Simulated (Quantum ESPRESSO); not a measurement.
## Cr: Wannier functions with PBEsol

The system is Cr.

```
CELL_PARAMETERS angstrom
-1.48445 1.48445 1.48445
1.48445 -1.48445 1.48445
1.48445 1.48445 -1.48445
ATOMIC_POSITIONS crystal
Cr 0.00000 0.00000 0.00000
```

- Program: Quantum ESPRESSO 7.5
- Task: Wannier functions
- Functional: PBEsol
- Potentials or basis: GBRV 1.5 PBEsol
- Cutoff: 612 eV
- Density cutoff: 4898 eV
- k mesh: 9 × 9 × 9
- Occupations: fermi-dirac, width 0.05 eV
- Spin: collinear spin, ferromagnetic start
- Starting moments: [3.0] μB
- Mixing beta: 0.3
- Most SCF iterations: 120
- SCF threshold: 2e-10 Ry
- k mesh for the Wannier functions: 7 × 7 × 7
- Projections: Cr spd

```yaml
Pressure: -32.4 GPa
Band_gap_on_the_k_mesh: none (metal or under the smearing width)
Net_moment: 0.00 μB per cell
Absolute_moment: 0.00 μB per cell
Valence_electrons_inside_the_program's_atomic_spheres: Cr 12.31
Total_Wannier_spread: 13.39 Å² over 18 functions
RMS_miss_of_the_Wannier_bands: 0.009 eV
```

Levels at the corners of the path, in eV from the Fermi level:
Spin up:
```tsv
point	band 5	band 6	band 7	band 8	band 9	band 10
Γ	-7.47	-0.78	-0.78	-0.78	0.94	0.94
H	-3.67	-3.67	2.07	2.07	2.07	9.44
N	-3.91	-2.09	0.79	0.93	1.21	2.39
Γ	-7.47	-0.78	-0.78	-0.78	0.94	0.94
P	-2.06	-2.06	-2.06	1.26	1.26	9.11
H	-3.67	-3.67	2.07	2.07	2.07	9.44
P	-2.06	-2.06	-2.06	1.26	1.26	9.11
N	-3.91	-2.09	0.79	0.93	1.21	2.39
```
Spin down:
```tsv
point	band 3	band 4	band 5	band 6	band 7	band 8	band 9	band 10	band 11	band 12
Γ	-42.72	-42.72	-7.47	-0.78	-0.78	-0.78	0.94	0.94	21.27	21.27
H	-43.16	-43.16	-3.67	-3.67	2.07	2.07	2.07	9.44	9.44	9.44
N	-42.92	-42.72	-3.91	-2.09	0.79	0.93	1.21	2.39	8.48	16.11
Γ	-42.72	-42.72	-7.47	-0.78	-0.78	-0.78	0.94	0.94	21.27	21.27
P	-43.03	-43.03	-2.06	-2.06	-2.06	1.26	1.26	9.11	9.11	9.11
H	-43.16	-43.16	-3.67	-3.67	2.07	2.07	2.07	9.44	9.44	9.44
P	-43.03	-43.03	-2.06	-2.06	-2.06	1.26	1.26	9.11	9.11	9.11
N	-42.92	-42.72	-3.91	-2.09	0.79	0.93	1.21	2.39	8.48	16.11
```

Spin up: Wannier functions:
```
function  nearest atom  distance (Å)  spread (Å²)  on-site energy from the reference level (eV)
       1          1 Cr          0.84         0.96                                         10.50
       2          1 Cr          0.94         0.90                                         11.57
       3          1 Cr          0.84         0.95                                         10.53
       4          1 Cr          0.94         0.90                                         11.48
       5          1 Cr          0.21         0.65                                          2.91
       6          1 Cr          0.06         0.55                                          1.29
       7          1 Cr          0.02         0.54                                          0.88
       8          1 Cr          0.22         0.66                                          2.93
       9          1 Cr          0.06         0.56                                          1.29
```
Spin down: Wannier functions:
```
function  nearest atom  distance (Å)  spread (Å²)  on-site energy from the reference level (eV)
       1          1 Cr          0.82         0.96                                         10.34
       2          1 Cr          0.94         0.90                                         11.58
       3          1 Cr          0.83         0.95                                         10.41
       4          1 Cr          0.91         0.91                                         11.29
       5          1 Cr          0.22         0.66                                          3.03
       6          1 Cr          0.06         0.55                                          1.27
       7          1 Cr          0.02         0.53                                          0.90
       8          1 Cr          0.26         0.69                                          3.35
       9          1 Cr          0.06         0.56                                          1.24
```

Parts of the spread (Å²): spin up: invariant 5.70, diagonal 0.003, off-diagonal 0.97, total 6.67; spin down: invariant 5.71, diagonal 0.003, off-diagonal 1.01, total 6.72. Against the direct bands the interpolation misses by 9 meV (root mean square) and 33 meV at most, for states up to 1 eV over the reference level.

Run time: 3.4 min on 1 thread of Arm Neoverse V2, with other jobs on the host, peak memory 0.13 GiB.

Caveat: the k mesh is coarse; the starting moments collapsed, and a magnetic state may lie lower; a pressure of tens of GPa on the cell as given is suspect, and the run, the potentials or the cell itself is likely at fault; the Wannier minimisation didn't converge.
